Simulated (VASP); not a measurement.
# SnTe (Fm-3m) in VASP: notebook, part 2 of 2

VASP 6.6.1. Earlier steps stand in the parts before.

## (5) Single point, PBE (34.97 Å³/atom)

This run uses another cell than the first one, of 34.97 Å³/atom.

Contents of INCAR:

```
PREC = Accurate
ENCUT = 500
EDIFF = 1E-6
ISMEAR = -1
SIGMA = 0.02
LREAL = F
LASPH = T
NELM = 120
ALGO = Normal
ISIF = 2
LWAVE = F
LCHARG = F
GGA = PE
NBANDS = 17
GGA_COMPAT = F
```

Contents of KPOINTS:

```
regular mesh
0
Gamma
  6 6 6
```

Contents of POSCAR:

```
SnTe
1.0
    0.0000000000      3.2700876599      3.2700876599
    3.2700876599      0.0000000000      3.2700876599
    3.2700876599      3.2700876599      0.0000000000
Sn Te
1 1
Direct
    0.0000000000      0.0000000000      0.0000000000
    0.5000000000      0.5000000000      0.5000000000
```

Potentials or basis: VASP PAW PBE potentials, release 64 (Sn_d, Te).

Run with:

```bash
$ cat potpaw_PBE.64/Sn_d/POTCAR potpaw_PBE.64/Te/POTCAR > POTCAR
$ mpirun -np 1 vasp_std > vasp.out
```

OUTCAR:

```text
PREC = Accurate
   ENCUT = 500
   EDIFF = 1E-6
   ISMEAR = -1
   LREAL = F
   LASPH = T
   NELM = 120
   ISIF = 2
   GGA = PE

 ion  position               nearest neighbor table
   1  0.000  0.000  0.000-   2 3.27   2 3.27   2 3.27   2 3.27   2 3.27   2 3.27
   2  0.500  0.500  0.500-   1 3.27   1 3.27   1 3.27   1 3.27   1 3.27   1 3.27

  LATTYP: Found a face centered cubic cell.
 ALAT       =     6.5401753198

  Lattice vectors:

 A1 = (   0.0000000000,   3.2700876599,   3.2700876599)
 A2 = (   3.2700876599,   0.0000000000,   3.2700876599)
 A3 = (   3.2700876599,   3.2700876599,   0.0000000000)

Analysis of symmetry for initial positions (statically):
=====================================================================
 Subroutine PRICEL returns:
 Original cell was already a primitive cell.

 Routine SETGRP: Setting up the symmetry group for a
 face centered cubic supercell.

 Subroutine GETGRP returns: Found 48 space group operations
 (whereof 48 operations were pure point group operations)
 out of a pool of 48 trial point group operations.

The static configuration has the point symmetry O_h .

Analysis of symmetry for dynamics (positions and initial velocities):
=====================================================================
 Subroutine PRICEL returns:
 Original cell was already a primitive cell.

 Routine SETGRP: Setting up the symmetry group for a
 face centered cubic supercell.

 Subroutine GETGRP returns: Found 48 space group operations
 (whereof 48 operations were pure point group operations)
 out of a pool of 48 trial point group operations.

The dynamic configuration has the point symmetry O_h .

 Subroutine INISYM returns: Found 48 space group operations
 (whereof 48 operations are pure point group operations),
 and found     1 'primitive' translations

----------------------------------------------------------------------------------------

                                     Primitive cell

  volume of cell :      69.9372

  direct lattice vectors                    reciprocal lattice vectors
     0.000000000  3.270087660  3.270087660    -0.152901100  0.152901100  0.152901100
     3.270087660  0.000000000  3.270087660     0.152901100 -0.152901100  0.152901100
     3.270087660  3.270087660  0.000000000     0.152901100  0.152901100 -0.152901100

  length of vectors
     4.624602319  4.624602319  4.624602319     0.264832474  0.264832474  0.264832474

  position of ions in fractional coordinates (direct lattice)
     0.000000000  0.000000000  0.000000000
     0.500000000  0.500000000  0.500000000

  ion indices of the primitive-cell ions
   primitive index   ion index
                 1           1
                 2           2

----------------------------------------------------------------------------------------

 KPOINTS: regular mesh

Automatic generation of k-mesh.
 Grid dimensions read from file:
 generate k-points for:    6    6    6

 Generating k-lattice:

  Cartesian coordinates                     Fractional coordinates (reciprocal lattice)
    -0.025483517  0.025483517  0.025483517     0.166666667  0.000000000  0.000000000
     0.025483517 -0.025483517  0.025483517     0.000000000  0.166666667  0.000000000
     0.025483517  0.025483517 -0.025483517     0.000000000  0.000000000  0.166666667

  Length of vectors
     0.044138746  0.044138746  0.044138746

  Shift w.r.t. Gamma in fractional coordinates (k-lattice)
     0.000000000  0.000000000  0.000000000

 Subroutine IBZKPT returns following result:
 ===========================================

 Found     16 irreducible k-points:

 Following reciprocal coordinates:
            Coordinates               Weight
  0.000000  0.000000  0.000000      1.000000
  0.166667  0.000000  0.000000      8.000000
  0.333333  0.000000  0.000000      8.000000
  0.500000  0.000000  0.000000      4.000000
  0.166667  0.166667  0.000000      6.000000
  0.333333  0.166667  0.000000     24.000000
[... 8 lines left out ...]
 -0.333333  0.333333  0.166667     24.000000
 -0.333333  0.500000  0.166667     12.000000
   k-points           NKPTS =     16   k-points in BZ     NKDIM =     16   number of bands    NBANDS=     17
   number of dos      NEDOS =    301   number of ions     NIONS =      2
   total plane-waves  NPLWV =  46656
   dimension x,y,z NGX =    36 NGY =   36 NGZ =   36
   dimension x,y,z NGXF=    72 NGYF=   72 NGZF=   72
   ions per type =               1   1
   NGX,Y,Z   is equivalent  to a cutoff of  12.94, 12.94, 12.94 a.u.
   NGXF,Y,Z  is equivalent  to a cutoff of  25.88, 25.88, 25.88 a.u.
 SYSTEM =  unknown system
   PREC   = accura    normal or accurate (medium, high low for compatibility)
   ISTART =      0    job   : 0-new  1-cont  2-samecut
   ICHARG =      2    charge: 1-file 2-atom 10-const
   ISPIN  =      1    spin polarized calculation?
   LNONCOLLINEAR =      F non collinear calculations
   LSORBIT =      F    spin-orbit coupling
   LASPH  =      T    aspherical Exc in radial PAW
   ENCUT  =  500.0 eV  36.75 Ry    6.06 a.u.   8.43  8.43  8.43*2*pi/ulx,y,z
   NELM   =    120;   NELMIN=  2; NELMDL= -5     # of ELM steps
   EDIFF  = 0.1E-05   stopping-criterion for ELM
   LREAL  =      F    real-space projection
   EDIFFG = 0.1E-04   stopping-criterion for IOM
   NSW    =      0    number of steps for IOM
   IBRION =     -1    ionic relax: 0-MD 1-quasi-New 2-CG
   NFREE  =      0    steps in history (QN), initial steepest desc. (CG)
   ISIF   =      2    stress and relaxation
   ISYM   =      2    0-nonsym 1-usesym 2-fastsym
   POTIM  = 0.5000    time-step for ionic-motion
   TEBEG  =    0.0;   TEEND  =   0.0 temperature during run
   PSTRESS=    0.0 pullay stress
   NELECT =      20.0000    total number of electrons
   NUPDOWN=      -1.0000    fix difference up-down
   EMIN   =  10.00;   EMAX   =-10.00  energy-range for DOS
   EFERMI =   0.00;   METHOD = LEGACY
   ISMEAR =    -1;   SIGMA  =   0.02  broadening in eV -4-tet -1-fermi 0-gaus
   EFERMI_NEDOS =   21; number of points for ismear=-14 and -15
   IALGO  =     38    algorithm
   IMIX   =      4    mixing-type and parameters
     AMIX     =   0.40;   BMIX     =  1.00
     AMIX_MAG =   1.60;   BMIX_MAG =  1.00
  volume/ion in A,a.u.               =      34.97       235.98
  Fermi-wavevector in a.u.,A,eV,Ry     =   1.078571  2.038204 15.827869  1.163316
  Thomas-Fermi vector in A             =   2.214513
   LORBIT       =      0    0 simple, 1 ext, 2 COOP (PROOUT), +10 PAW based schemes
   GGA     = PE    functional components
   LHFCALC =     F    Hartree Fock is set to
   AEXX    =    0.0000 exact exchange contribution
   IVDW    =     0    specifies the selected vdW correction
   LEPSILON=     F    determine dielectric tensor
   LRPA    =     F    only Hartree local field effects (RPA)
 non-spin polarized calculation
  energy-cutoff  :      500.00
  volume of cell :       69.94
 maximum number of plane-waves:      1807
 NGX is ok and might be reduce to    36
   NGX = 17   NGY = 17   NGZ = 17

 number of electron      19.9999993 magnetization

 Free energy of the ion-electron system (eV)
  ---------------------------------------------------
  ext. energy  EPLUGINS =         0.00000000
  ---------------------------------------------------
  free energy    TOTEN  =        -7.53733966 eV

  energy without entropy =       -7.53728903  energy(sigma->0) =       -7.53731434

 E-fermi :   5.6068     XC(G=0):  -9.0032

 val. band max:        5.5029304971   @ k =   0.5000   0.0000   0.0000
 cond. band min:       5.7107285659   @ k =   0.5000   0.0000   0.0000
 fundamental gap:      0.2077980688
 Fermi energy:         5.6068295300

 k-point     1 :       0.0000    0.0000    0.0000
  band No.  band energies     occupation
      1     -16.2563      2.00000
      2     -16.2563      2.00000
      3     -16.2558      2.00000
      4     -16.2558      2.00000
      5     -16.2558      2.00000
      6      -6.3977      2.00000
[... 9 lines left out ...]
     16      10.5778      0.00000
     17      12.4251      0.00000
[... 281 lines left out ...]
 k-point    16 :      -0.3333    0.5000    0.1667
  band No.  band energies     occupation
      1     -16.2634      2.00000
      2     -16.2559      2.00000
      3     -16.2552      2.00000
      4     -16.2515      2.00000
      5     -16.2493      2.00000
      6      -5.1212      2.00000
[... 9 lines left out ...]
     16      15.2308      0.00000
     17      16.4975      0.00000

------------------------ aborting loop because EDIFF is reached ----------------------------------------

  FORCE on cell =-STRESS in cart. coord.  units (eV):
  Direction    XX          YY          ZZ          XY          YZ          ZX
  --------------------------------------------------------------------------------------
  -------------------------------------------------------------------------------------
  Total       -0.9395321     -0.9395321     -0.9395321      0.0000000     -0.0000000     -0.0000000
  in kB      -21.5235558    -21.5235558    -21.5235558      0.0000000     -0.0000000     -0.0000000
  external PRESSURE =     -21.5235558 kB  Pullay stress =       0.0000000 kB

 VOLUME and BASIS-vectors are now :
 -----------------------------------------------------------------------------
  energy-cutoff  :      500.00
  volume of cell :       69.94
      direct lattice vectors                 reciprocal lattice vectors
     0.000000000  3.270087660  3.270087660    -0.152901100  0.152901100  0.152901100
     3.270087660  0.000000000  3.270087660     0.152901100 -0.152901100  0.152901100
     3.270087660  3.270087660  0.000000000     0.152901100  0.152901100 -0.152901100

 POSITION                                       TOTAL-FORCE (eV/Angst)
 -----------------------------------------------------------------------------------
      0.00000      0.00000      0.00000        -0.000000      0.000000     -0.000000
      3.27009      3.27009      3.27009         0.000000     -0.000000      0.000000
 -----------------------------------------------------------------------------------
    total drift:                               -0.000000      0.000000      0.000000

  FREE ENERGIE OF THE ION-ELECTRON SYSTEM (eV)
  ---------------------------------------------------
  free  energy   TOTEN  =        -7.5373396582 eV

  energy  without entropy=       -7.5372890306  energy(sigma->0) =       -7.53731434
```

OSZICAR:

```text
N       E                     dE             d eps       ncg     rms          rms(c)
DAV:   1     0.121920695079E+03    0.12192E+03   -0.92072E+03   544   0.127E+03
DAV:   2     0.372050146641E+01   -0.11820E+03   -0.11509E+03   577   0.309E+02
DAV:   3    -0.729263361686E+01   -0.11013E+02   -0.10938E+02   653   0.872E+01
DAV:   4    -0.761623669679E+01   -0.32360E+00   -0.32343E+00   650   0.159E+01
DAV:   5    -0.762954909391E+01   -0.13312E-01   -0.13311E-01   810   0.298E+00    0.355E+00
DAV:   6    -0.753549087289E+01    0.94058E-01   -0.23054E-01   700   0.283E+00    0.221E+00
DAV:   7    -0.753588123529E+01   -0.39036E-03   -0.64421E-02   644   0.109E+00    0.909E-01
DAV:   8    -0.753732175348E+01   -0.14405E-02   -0.78848E-03   646   0.713E-01    0.145E-01
DAV:   9    -0.753730159912E+01    0.20154E-04   -0.11480E-03   731   0.275E-01    0.522E-02
DAV:  10    -0.753733048067E+01   -0.28882E-04   -0.15464E-04   675   0.871E-02    0.231E-02
DAV:  11    -0.753733950151E+01   -0.90208E-05   -0.36008E-05   650   0.394E-02    0.187E-02
DAV:  12    -0.753733965824E+01   -0.15672E-06   -0.19234E-06   691   0.976E-03
   1 F= -.75373397E+01 E0= -.75373143E+01  d E =-.506277E-04
```

stdout:

```text
POSCAR found type information on POSCAR SnTe
 POSCAR found :  2 types and       2 ions
 scaLAPACK will be used
 LDA part: xc-table for (Slater+PW92), standard interpolation
 POSCAR, INCAR and KPOINTS ok, starting setup
 FFT: planning ... GRIDC
 FFT: planning ... GRID_SOFT
 FFT: planning ... GRID
 WAVECAR not read
 entering main loop
```

Run time: 8.1 s. Hardware: 1 thread of Intel Xeon 6975P-C (Granite Rapids), shared host; peak memory 0.2 GiB.

Results:

```yaml
Free_energy: -7.5373 eV
Pressure: -2.2 GPa
Band_gap_on_the_k_mesh: 0.21 eV
```

Caveat: spin-orbit coupling is left out, which moves the levels of the heavy elements.

## (6) Single point, r2SCAN (30.50 Å³/atom)

This run uses another cell than the first one, of 30.50 Å³/atom.

Contents of POSCAR:

```
SnTe
1.0
    0.0000000000      3.1242474332      3.1242474332
    3.1242474332      0.0000000000      3.1242474332
    3.1242474332      3.1242474332      0.0000000000
Sn Te
1 1
Direct
    0.0000000000      0.0000000000      0.0000000000
    0.5000000000      0.5000000000      0.5000000000
```

Contents of INCAR.step1:

```
PREC     = Accurate       # precision mode
ENCUT    = 550            # plane-wave cutoff, eV
ISMEAR   = -1             # smearing method
SIGMA    = 0.02           # smearing width, eV
LREAL    = False          # projectors in reciprocal space
LASPH    = True           # aspherical terms in the spheres
NELM     = 120            # most SCF steps
NBANDS   = 17             # bands
GGA      = PE             # functional
ALGO     = Normal         # electronic algorithm
EDIFF    = 1E-5           # SCF threshold, eV
LWAVE    = True           # write WAVECAR
LCHARG   = False          # write CHGCAR
GGA_COMPAT= False
```

Contents of INCAR.step2:

```
PREC     = Accurate       # precision mode
ENCUT    = 550            # plane-wave cutoff, eV
EDIFF    = 1E-6           # SCF threshold, eV
ISMEAR   = -1             # smearing method
SIGMA    = 0.02           # smearing width, eV
LREAL    = False          # projectors in reciprocal space
LASPH    = True           # aspherical terms in the spheres
NELM     = 120            # most SCF steps
ALGO     = Normal         # electronic algorithm
ISIF     = 2              # what is computed and relaxed
LWAVE    = False          # write WAVECAR
LCHARG   = True           # write CHGCAR
METAGGA  = R2SCAN         # meta-GGA
LMIXTAU  = True         
LELF     = True           # ELF
LVHAR    = True         
NBANDS   = 17             # bands
ISTART   = 1            
GGA_COMPAT= False
```

Contents of KPOINTS:

```
Automatic mesh
0
Gamma
  6 6 6
```

Potentials or basis: VASP PAW PBE potentials, release 64 (Sn_d, Te).

Run with:

```bash
$ cat potpaw_PBE.64/Sn_d/POTCAR potpaw_PBE.64/Te/POTCAR > POTCAR
$ cp INCAR.step1 INCAR
$ mpirun -np 1 vasp_std > vasp.out
$ cp INCAR.step2 INCAR
$ mpirun -np 1 vasp_std > vasp.out
```

It took 31 s on 1 thread of Intel Xeon 6975P-C (Granite Rapids), shared host; peak memory 0.21 GiB.

The run converged. Its results:

* Free energy: -50.6488 eV
* Pressure: 3.0 GPa
* Band gap on the k mesh: 0.06 eV

Levels at points of the mesh, in eV from the valence-band top:
| k point | band 6 | band 7 | band 8 | band 9 | band 10 | band 11 | band 12 | band 13 | band 14 | band 15 |
| --- | --- | --- | --- | --- | --- | --- | --- | --- | --- | --- |
| (0.00, 0.00, 0.00) | -13.81 | -4.73 | -2.67 | -2.67 | -2.67 | 3.39 | 3.39 | 3.39 | 4.81 | 4.81 |
| (0.50, 0.00, 0.00) | -12.38 | -9.07 | -2.29 | -2.29 | 0.00 | 0.06 | 0.13 | 0.13 | 8.19 | 9.08 |
| (0.50, 0.50, 0.00) | -12.02 | -6.90 | -6.28 | -4.36 | -4.36 | 2.11 | 5.15 | 5.15 | 6.83 | 9.15 |

Caveat: the PAW data sets were made with another functional, which shifts forces and pressure a little; spin-orbit coupling is left out, which moves the levels of the heavy elements. A k mesh can miss the band edges.

## (7) The runs side by side

| level | cell | cutoff (eV) | gap on the mesh (eV) | pressure (GPa) |
| --- | --- | --- | --- | --- |
| PBE | a = 4.490 Å, angles 60.0°, 2 atoms | 500 | 0.03 | 1.1 |
| PBE | a = 4.536 Å, angles 60.0°, 2 atoms | 500 | 0.06 | -0.1 |
| PBE | a = 4.581 Å, angles 60.0°, 2 atoms | 500 | 0.14 | -1.2 |
| PBE | a = 4.625 Å, angles 60.0°, 2 atoms | 500 | 0.21 | -2.2 |
| r2SCAN | a = 4.418 Å, angles 60.0°, 2 atoms | 550 | 0.06 | 3.0 |

Alike in all rows: task single point; potentials or basis VASP PAW PBE potentials, release 64 (Sn_d, Te); no spin polarisation; k mesh 6 × 6 × 6; smearing fermi-dirac 0.02 eV.

Caveats: spin-orbit coupling is left out, which moves the levels of the heavy elements; the PAW data sets were made with another functional, which shifts forces and pressure a little (at least some runs).

Absolute energies hang on the potentials; compare differences alone.

## (8) How close it comes

Step 3. Measured gap of SnTe: 0.18 eV (direct; 300 K; a printed reference work, textbook). This calculation gives 0.06 eV (-0.12 eV). Spin-orbit coupling on Sn, Te is left out. The value is that of PBE on a finite k mesh, which can miss the band edges, without temperature or zero-point motion. Semilocal functionals fall short of measured gaps as a rule.
